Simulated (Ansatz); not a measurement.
**Si: band gap under strain**

How does strain move the band edges of Si (diamond), and do the functionals agree on it? States: +4.9 % biaxial strain in x and y, z held; +1.2 % strain along z alone; +4.8 % biaxial strain in the (111) plane, free along [111].

Code: Ansatz 0.2.0. PAW datasets, plane waves. Spin-unpolarised throughout; all numbers are computed.

## Step 1: Starting point

The unstrained cell was relaxed with r2SCAN; in each strained cell the atoms were relaxed again with r2SCAN. Names of k-points are those of the unstrained zone, where strain can split equivalent points. First state: +4.9 % biaxial strain in x and y, z held.

The symmetry is I4_1/amd (No. 141, tetragonal); a = 4.038 Å, c = 5.444 Å in the conventional setting, 22.19 Å³ an atom. Si has 4 Si at 2.43 Å.

Structure file:

```cif
data_structure
_symmetry_space_group_name_H-M 'P 1'
_symmetry_Int_Tables_number 1
_cell_length_a 3.9449
_cell_length_b 3.9449
_cell_length_c 4.0379
_cell_angle_alpha 59.217
_cell_angle_beta 59.217
_cell_angle_gamma 61.566
_cell_volume 44.38
loop_
_atom_site_label
_atom_site_type_symbol
_atom_site_fract_x
_atom_site_fract_y
_atom_site_fract_z
_atom_site_occupancy
Si1 Si 0.00000 0.00000 0.00000 1
Si2 Si 0.25000 0.25000 0.25000 1
```

## Step 2: +4.9 % biaxial strain in x and y, z held: PBE

The input, input.yaml:

```yaml
crystal:
  lattice:
    - [0.0, 2.8552305102, 2.7221188962]
    - [2.8552305102, 0.0, 2.7221188962]
    - [2.8552305102, 2.8552305102, 0.0]
  atoms:
    - { symbol: Si, position: [0.0, 0.0, 0.0] }
    - { symbol: Si, position: [0.25, 0.25, 0.25] }
kpoints:
  mp_grid: { grid: [8, 8, 8] }
  band_path:
    path:
      - [0.0, 0.0, 0.0]
      - [0.5, 0.0, 0.5]
      - [0.625, 0.25, 0.625]
      - [0.375, 0.375, 0.75]
      - [0.5, 0.5, 0.5]
      - [0.5, 0.25, 0.75]
      - [0.4, 0.0, 0.4]
    npoints: 1
hamiltonian:
  xc: pbe
scf:
  occupations: { method: fermi_dirac, width: 0.02 }
  n_extra_bands: 4
output:
  forces: true
  stress: true
  eigenvalues: true
```

Further steps of the session: +4.9 % biaxial strain in x and y, z held: r2SCAN; +4.9 % biaxial strain in x and y, z held: HSE06; +1.2 % strain along z alone: PBE; +1.2 % strain along z alone: r2SCAN; +1.2 % strain along z alone: HSE06; +4.8 % biaxial strain in the (111) plane, free along [111]: PBE; +4.8 % biaxial strain in the (111) plane, free along [111]: r2SCAN; +4.8 % biaxial strain in the (111) plane, free along [111]: HSE06.

**Question.** What will these runs give?

The runs gave:

Least gap in eV (negative: overlap):

```
                                                     state   PBE  r2SCAN  HSE06
                  +4.9 % biaxial strain in x and y, z held  0.29    0.44   0.93
                               +1.2 % strain along z alone  0.55    0.73   1.11
+4.8 % biaxial strain in the (111) plane, free along [111]  0.32    0.48   0.87
```

**Reading.** Where both were run, the HSE06 gap lies +0.55 to +0.63 eV from PBE's, each on its own k points. In PBE the gap is least under +4.9 % biaxial strain in x and y, z held (0.29 eV) and largest under +1.2 % strain along z alone (0.55 eV).
